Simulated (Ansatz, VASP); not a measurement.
# Ga in VASP and in Ansatz

```
Ga
1.0
     1.38300   -4.02650    0.00000
     1.38300    4.02650    0.00000
    -0.11745    0.00000    3.32993
Ga
2
Cartesian
  1.2949 2.9716 2.4974
  1.3536 -2.9716 0.8325
```

This isn't the form of Ga at room conditions, which is orthorhombic.

Alike in both runs: functional r2SCAN; k mesh 6 × 6 × 5; occupations fermi-dirac, width 0.05 eV; no spin polarisation.

```csv
,VASP,Ansatz
version,VASP 6.6.1,Ansatz 0.2.0
potentials or method,"VASP PAW PBE potentials, release 64 (Ga_d)",Ansatz PAW
plane-wave cutoff (eV),520,500
valence electrons in the cell,26,26
task,single point,band structure
```

```tsv
	VASP	Ansatz	Ansatz less VASP
gap on the k mesh at the Fermi level (eV)	none	none	-
pressure (GPa)	-1.6	-1.5	+0.06
largest component of the traceless stress (GPa)	2.27	2.26	-0.013
rms of the force components (eV/Å)	0.089	0.093	+0.0037
```

Atom by atom the forces differ by 0.004 eV/Å (rms over components). A gap of «none» marks a metal or a gap that the smearing closes.

Caveats: the k mesh is coarse (spacing up to 0.40 Å⁻¹), so the values aren't converged; the PAW data sets were made with another functional, which shifts forces and pressure a little (VASP); the PAW data sets come from PBE, with cores solved anew for the run's functional, which leaves a small shift of forces and pressure (Ansatz).
